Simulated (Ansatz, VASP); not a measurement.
HfH3 in VASP and in Ansatz

File INCAR:

```
ALGO = Fast ; EDIFF = 1E-6
ENCUT = 520 ; GGA = PS
ISIF = 2 ; ISMEAR = -1
IVDW = 12 ; LASPH = True
LCHARG = False ; LREAL = False
LWAVE = False ; NBANDS = 14
NELM = 100 ; PREC = Accurate
SIGMA = 0.05
```

KPOINTS

```
k-points
0
Gamma
  5 5 5
```

File POSCAR:

```
HfH3
1.0
    3.0845540000      0.0000000000      0.0000000000
    0.0000000000      3.0845540000      0.0000000000
    0.0000000000      0.0000000000      3.0845540000
Hf H
1 3
Direct
    0.0000000000      0.0000000000      0.0100000000
    0.0000000000      0.5000000000      0.5000000000
    0.5000000000      0.0000000000      0.5000000000
    0.5000000000      0.5000000000      0.0000000000
```

Input for Ansatz:

```yaml
crystal:
  lattice:
    - [3.084554, 0.0, 0.0]
    - [0.0, 3.084554, 0.0]
    - [0.0, 0.0, 3.084554]
  atoms:
    - { symbol: Hf, position: [0.0, 0.0, 0.01] }
    - { symbol: H, position: [0.0, 0.5, 0.5] }
    - { symbol: H, position: [0.5, 0.0, 0.5] }
    - { symbol: H, position: [0.5, 0.5, 0.0] }
basis:
  ecutwfc: 510.0
kpoints:
  mp_grid:
    grid: [5, 5, 5]
hamiltonian:
  xc: pbesol
  dispersion: d3bj
scf:
  occupations:
    method: fermi_dirac
    width: 0.05
output:
  forces: true
```

The cell comes from a database or a generator and needn't be the stable form of this composition.

Alike in both runs: task single point; functional PBEsol; dispersion D3(BJ); k mesh 5 × 5 × 5; occupations fermi-dirac, width 0.05 eV; no spin polarisation.

```csv
,VASP,Ansatz
version,VASP 6.6.1,Ansatz 0.2.0
potentials or method,"VASP PAW PBE potentials, release 64 (Hf_pv, H)","plane waves, PAW"
plane-wave cutoff (eV),520,510
valence electrons in the cell,13,29
```

|  | VASP | Ansatz | Ansatz less VASP |
| --- | --- | --- | --- |
| rms of the force components (eV/Å) | 0.058 | 0.057 | -0.0008 |
| dispersion energy (meV/atom) | -176.0 | -176.1 | -0.06 |

Atom by atom the forces differ by 0.001 eV/Å (rms over components). The two sets of potentials don't hold the same shells in valence.

Caveats: the k mesh is coarse (spacing up to 0.41 Å⁻¹), so the values aren't converged; the PAW data sets were made with another functional, which shifts forces and pressure a little (VASP). The runs have no spin-orbit coupling, so splittings on Hf are missing.
